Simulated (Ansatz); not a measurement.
# SiO2: a single-point run

Aim: the field gradients at the nuclei of SiO2, from a sound single-point run.

Method: DFT, PBE, plane-wave PAW, default files, scalar-relativistic, frozen cores, in Ansatz 0.2.0.

### 1 The system as given

The structure is orthorhombic, space group Pnnm (No. 58). Conventional cell: a = 4.958 Å, b = 8.741 Å, c = 8.679 Å, α = 90.00°, β = 90.00°, γ = 90.00°. Around Si (site symmetry 1) lie 4 O at 1.61 Å. O (site symmetry m) is surrounded by 2 Si at 1.61 Å. O (site symmetry 2) is surrounded by 2 Si at 1.61 Å. O (site symmetry 1) is surrounded by 2 Si at 1.61 Å.

As a file:

```xyz
24
Lattice="4.9580 0.0000 0.0000 0.0000 8.7413 0.0000 0.0000 0.0000 8.6786" Properties=species:S:1:pos:R:3 pbc="T T T"
Si    4.6294    1.5215    1.5731
Si    0.3286    7.2199    1.5731
Si    2.1504    2.8492    2.7663
Si    4.6294    1.5215    7.1056
Si    0.3286    7.2199    7.1056
Si    2.1504    2.8492    5.9124
Si    2.8076    5.8921    2.7663
Si    2.8076    5.8921    5.9124
O     0.0672    7.0041    0.0000
O     2.4790    4.3707    2.3568
O     2.5462    6.1079    4.3393
O     4.8908    1.7372    0.0000
O     0.6107    2.5258    6.2626
O     4.3473    6.2155    6.2626
O     0.0000    0.0000    6.6961
O     3.0897    1.8449    1.9232
O     1.8683    6.8964    1.9232
O     2.4790    4.3707    6.3218
O     1.8683    6.8964    6.7554
O     0.6107    2.5258    2.4161
O     3.0897    1.8449    6.7554
O     2.4118    2.6335    4.3393
O     0.0000    0.0000    1.9825
O     4.3473    6.2155    2.4161
```

### 2 Input and run

File input.yaml:

```yaml
crystal:
  lattice:
    - [4.95800694, 0.0, 0.0]
    - [0.0, 8.74132278, 0.0]
    - [0.0, 0.0, 8.67864274]
  atoms:
    - { symbol: Si, position: [0.93371437, 0.17405478, 0.18125693] }
    - { symbol: Si, position: [0.06628563, 0.82594522, 0.18125693] }
    - { symbol: Si, position: [0.43371437, 0.32594522, 0.31874307] }
    - { symbol: Si, position: [0.93371437, 0.17405478, 0.81874307] }
    - { symbol: Si, position: [0.06628563, 0.82594522, 0.81874307] }
    - { symbol: Si, position: [0.43371437, 0.32594522, 0.68125693] }
    - { symbol: Si, position: [0.56628563, 0.67405478, 0.31874307] }
    - { symbol: Si, position: [0.56628563, 0.67405478, 0.68125693] }
    - { symbol: O, position: [0.01355129, 0.8012656, 0.0] }
    - { symbol: O, position: [0.5, 0.5, 0.27156622] }
    - { symbol: O, position: [0.51355129, 0.6987344, 0.5] }
    - { symbol: O, position: [0.98644871, 0.1987344, 0.0] }
    - { symbol: O, position: [0.12317522, 0.28894736, 0.72160604] }
    - { symbol: O, position: [0.87682478, 0.71105264, 0.72160604] }
    - { symbol: O, position: [0.0, 0.0, 0.77156622] }
    - { symbol: O, position: [0.62317522, 0.21105264, 0.22160604] }
    - { symbol: O, position: [0.37682478, 0.78894736, 0.22160604] }
    - { symbol: O, position: [0.5, 0.5, 0.72843378] }
    - { symbol: O, position: [0.37682478, 0.78894736, 0.77839396] }
    - { symbol: O, position: [0.12317522, 0.28894736, 0.27839396] }
    - { symbol: O, position: [0.62317522, 0.21105264, 0.77839396] }
    - { symbol: O, position: [0.48644871, 0.3012656, 0.5] }
    - { symbol: O, position: [0.0, 0.0, 0.22843378] }
    - { symbol: O, position: [0.87682478, 0.71105264, 0.27839396] }
kpoints:
  mp_grid: { grid: [5, 3, 3] }
scf:
  occupations: { method: fixed }
  max_iter: 60
hamiltonian:
  xc: pbe
  pseudopotentials: { kind: paw, frozen_core: stored }
output:
  forces: true
  stress: true
  populations: true
  efg: { quadrupole_moments_barn: { O: -0.02558 } }
```

On the command line:

```sh
$ ansatz run input.yaml --threads 1 --pin off --max-ram 3072MiB --backend cpu --events-out ev --progress --plain --runs-dir out
```

What happens when this is run?

This run ends as converged. Convergence says nothing about whether the input makes sense.

Fixed occupations are right only where a gap separates filled from empty bands at every k-point. This system has one (5.69 eV on the mesh), so they are sound here.

The occupations need no remedy; a run with other occupations serves as a check.
